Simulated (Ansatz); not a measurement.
# Al16O25: the cost of one run

Program: Ansatz 0.2.0. Level of theory: DFT PBE, scalar-relativistic, plane waves, PAW. These are calculated values, not measurements.

3 further runs of the same task are left out: 3 set aside as unsound or not needed.

## (1) The starting structure

The cell holds 41 atoms (Al16O25): a = 7.069 Å, b = 7.069 Å, c = 7.069 Å, α = 85.73°, β = 85.73°, γ = 85.73°.

The coordinates of this cell stand in the input of its own run.

The host was relaxed before at PBE: a = 4.809 Å, b = 4.809 Å, c = 13.125 Å, α = 90.00°, β = 90.00°, γ = 120.00° (conventional cell), 8.761 Å³/atom.

Places, in fractions of the supercell: O as an interstitial at (0.000, 0.000, 0.000). Its neighbours start displaced at random by about 0.05 Å.

Earlier runs gave the host's free energy in this supercell, -22278.434 eV, its gap, 5.85 eV, and ε0 = 10.96.

## (2) Charge 0, atoms relaxed

File input.yaml:

```yaml
crystal:
  lattice:
    - [-4.8085976127, -2.7762451261, 4.374911747]
    - [4.8085976127, -2.7762451261, 4.374911747]
    - [0.0, 5.5524902522, 4.374911747]
  atoms:
    - { symbol: Al, position: [0.1602912394, 0.1521590692, 0.1555057467] }
    - { symbol: Al, position: [0.6478748935, 0.6478748935, 0.1478748935] }
    - { symbol: Al, position: [0.6478748935, 0.1478748935, 0.6478748935] }
    - { symbol: Al, position: [0.1478748935, 0.6478748935, 0.6478748935] }
    - { symbol: Al, position: [0.3521251065, 0.3521251065, 0.3521251065] }
    - { symbol: Al, position: [0.8521251065, 0.8521251065, 0.3521251065] }
    - { symbol: Al, position: [0.8521251065, 0.3521251065, 0.8521251065] }
    - { symbol: Al, position: [0.3521251065, 0.8521251065, 0.8521251065] }
    - { symbol: Al, position: [0.6478748935, 0.6478748935, 0.6478748935] }
    - { symbol: Al, position: [0.1478748935, 0.1478748935, 0.6478748935] }
    - { symbol: Al, position: [0.1478748935, 0.6478748935, 0.1478748935] }
    - { symbol: Al, position: [0.6478748935, 0.1478748935, 0.1478748935] }
    - { symbol: Al, position: [0.8444295092, 0.8558991687, 0.844312559] }
    - { symbol: Al, position: [0.3521251065, 0.3521251065, 0.8521251065] }
    - { symbol: Al, position: [0.3521251065, 0.8521251065, 0.3521251065] }
    - { symbol: Al, position: [0.8521251065, 0.3521251065, 0.3521251065] }
    - { symbol: O, position: [0.4030814021, 0.5969185979, 0.75] }
    - { symbol: O, position: [0.9037869442, 0.0982980997, 0.7524217205] }
    - { symbol: O, position: [0.9030814021, 0.5969185979, 0.25] }
    - { symbol: O, position: [0.4030814021, 0.0969185979, 0.25] }
    - { symbol: O, position: [0.4030814021, 0.25, 0.5969185979] }
    - { symbol: O, position: [0.9030814021, 0.75, 0.5969185979] }
    - { symbol: O, position: [0.9000173702, 0.2483860935, 0.0954310541] }
    - { symbol: O, position: [0.4030814021, 0.75, 0.0969185979] }
    - { symbol: O, position: [0.5969185979, 0.75, 0.4030814021] }
    - { symbol: O, position: [0.0969185979, 0.25, 0.4030814021] }
    - { symbol: O, position: [0.1025653238, 0.7470750567, 0.9064558027] }
    - { symbol: O, position: [0.5969185979, 0.25, 0.9030814021] }
    - { symbol: O, position: [0.75, 0.4030814021, 0.5969185979] }
    - { symbol: O, position: [0.25, 0.9030814021, 0.5969185979] }
    - { symbol: O, position: [0.25, 0.4030814021, 0.0969185979] }
    - { symbol: O, position: [0.7536287564, 0.8969831705, 0.1029277708] }
    - { symbol: O, position: [0.25, 0.5969185979, 0.4030814021] }
    - { symbol: O, position: [0.75, 0.0969185979, 0.4030814021] }
    - { symbol: O, position: [0.75, 0.5969185979, 0.9030814021] }
    - { symbol: O, position: [0.2607434421, 0.1048766913, 0.8890299382] }
    - { symbol: O, position: [0.5969185979, 0.4030814021, 0.25] }
    - { symbol: O, position: [0.0918826845, 0.9046459258, 0.2599351041] }
    - { symbol: O, position: [0.0969185979, 0.4030814021, 0.75] }
    - { symbol: O, position: [0.5969185979, 0.9030814021, 0.75] }
    - { symbol: O, position: [0.0010802706, -0.0079952429, -0.0031724806] }
  host:
    lattice:
      - [2.4042988063, 1.3881225631, 4.374911747]
      - [-2.4042988063, 1.3881225631, 4.374911747]
      - [0.0, -2.7762451261, 4.374911747]
    atoms:
      - { symbol: Al, position: [0.1478748935, 0.1478748935, 0.1478748935] }
      - { symbol: Al, position: [0.3521251065, 0.3521251065, 0.3521251065] }
      - { symbol: Al, position: [0.6478748935, 0.6478748935, 0.6478748935] }
      - { symbol: Al, position: [0.8521251065, 0.8521251065, 0.8521251065] }
      - { symbol: O, position: [0.9438371958, 0.5561628042, 0.25] }
      - { symbol: O, position: [0.4438371958, 0.75, 0.0561628042] }
      - { symbol: O, position: [0.5561628042, 0.25, 0.9438371958] }
      - { symbol: O, position: [0.25, 0.9438371958, 0.5561628042] }
      - { symbol: O, position: [0.75, 0.0561628042, 0.4438371958] }
      - { symbol: O, position: [0.0561628042, 0.4438371958, 0.75] }
basis:
  ecutwfc: 420
  xc_grid: 2
kpoints:
  mp_grid: { grid: [2, 2, 2], shift: [0.5, 0.5, 0.5] }
hamiltonian:
  xc: pbe
scf:
  occupations: { method: gaussian, width: 0.02 }
output:
  forces: true
  stress: false
  eigenvalues: true
  charged_corrections:
    defect_position: [0.0, 0.0, 0.0]
    epsilon: [[10.177, 0.0, 0.0], [0.0, 10.177, 0.0], [0.0, 0.0, 12.532]]
  write_density: true
  write_potential: true
  elf: true
  volumetric_format: npy
relax:
  adjacent_minimum: "off"
  f_tol: 0.03
  max_steps: 40
```

Started as:

```
$ ansatz run input.yaml --threads 8 --pin off --max-ram 16384MiB --backend cpu --events-out ev --progress --plain --runs-dir out
```

Q: Estimate wall time and peak memory on 8 threads of Arm Neoverse V2, shared host.

About 38 s, with a peak of 1.2 GiB.
